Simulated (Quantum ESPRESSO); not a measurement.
The system is BN.

```xyz
2
Lattice="0.0000 1.8130 1.8130 1.8130 0.0000 1.8130 1.8130 1.8130 0.0000" Properties=species:S:1:pos:R:3 pbc="T T T"
N     0.9065    0.9065    0.9065
B     0.0000    0.0000    0.0000
```

The cell is a database's computed one.

Base run:

```yaml
Program: Quantum ESPRESSO 7.5
Functional: PBEsol
Potentials_or_basis: PseudoDojo 0.4.1 SR PBEsol standard
Cutoff: 1143 eV
Density_cutoff: 4572 eV
k_mesh: 13 × 13 × 13
Occupations: fermi-dirac, width 0.05 eV
Spin: no spin polarisation
```

Its results: band gap on the k mesh 4.41 eV, indirect (least direct gap 8.78 eV); pressure -5.8 GPa.

Problem. The run is repeated on the same cell with these changes: functional from PBEsol to LDA; potentials or basis from PseudoDojo 0.4.1 SR PBEsol standard to PseudoDojo 0.4.1 SR LDA standard. What comes out?

Solution. Band gap on the k mesh 4.48 eV, indirect (least direct gap 8.70 eV); pressure -13.9 GPa.

A k mesh can miss the band edges.

Not every run made on this cell is shown here.
